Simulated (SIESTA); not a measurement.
Crystal: In.

```
In
1.0
    -1.62547    1.62547    2.47370
     1.62547   -1.62547    2.47370
     1.62547    1.62547   -2.47370
In
1
Cartesian
  0.0000 0.0000 0.0000
```

Base run:

* Program: SIESTA 5.4.2
* Functional: PBE
* Potentials or basis: PseudoDojo 0.4 standard (PBE files)
* Basis: DZP (energy shift 0.003 Ry; two zetas on semicore shells)
* Grid cutoff: 500 Ry
* Energy shift: 0.003 Ry
* k mesh: 11 × 11 × 11
* Occupations: fermi-dirac, width 0.05 eV
* Spin: no spin polarisation

Its results: band gap on the k mesh none (metal or under the smearing width); pressure 2.4 GPa.

Problem. After a change of settings the same cell gave: band gap on the k mesh none (metal or under the smearing width); pressure 9.3 GPa. Which change was it?
A. functional from PBE to optB88-vdW
B. functional from PBE to vdW-DF-C09
C. functional from PBE to vdW-DF2
D. functional from PBE to vdW-DF-cx

Solution. C.

Caveats: spin-orbit coupling is left out, which moves the levels of the heavy elements; the basis of atomic orbitals isn't converged, which shifts pressures, moduli and gaps; the potentials were made for another functional, which shifts forces and pressure (some runs).
